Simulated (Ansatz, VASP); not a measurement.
**Two plane-wave programs on CdO (Monteponite)**

```xyz
2
Lattice="0.0000 2.3956 2.3956 2.3956 0.0000 2.3956 2.3956 2.3956 0.0000" Properties=species:S:1:pos:R:3 pbc="T T T"
Cd    0.0000    0.0000    0.0000
O     2.3956    2.3956    2.3956
```

Change from the starting cell: volume scaled by 1.06.

Alike in both runs: task single point; functional PBE; k mesh 10 × 10 × 10; occupations fermi-dirac, width 0.05 eV; no spin polarisation.

|  | VASP | Ansatz |
| --- | --- | --- |
| version | VASP 6.6.1 | Ansatz 0.2.0 |
| potentials or method | VASP PAW PBE potentials, release 64 (Cd, O) | Ansatz PAW |
| plane-wave cutoff (eV) | 520 | 420 |
| valence electrons in the cell | 18 | 26 |

```tsv
	VASP	Ansatz	Ansatz less VASP
gap on the k mesh at the Fermi level (eV)	none	none	-
pressure (GPa)	-0.7	-1.8	-1.13
```

A gap of «none» marks a metal or a gap that the smearing closes. The two sets of potentials don't hold the same shells in valence.

Caveats: the pressure holds a Pulay correction of +0.5 GPa for the finite cutoff (Ansatz).
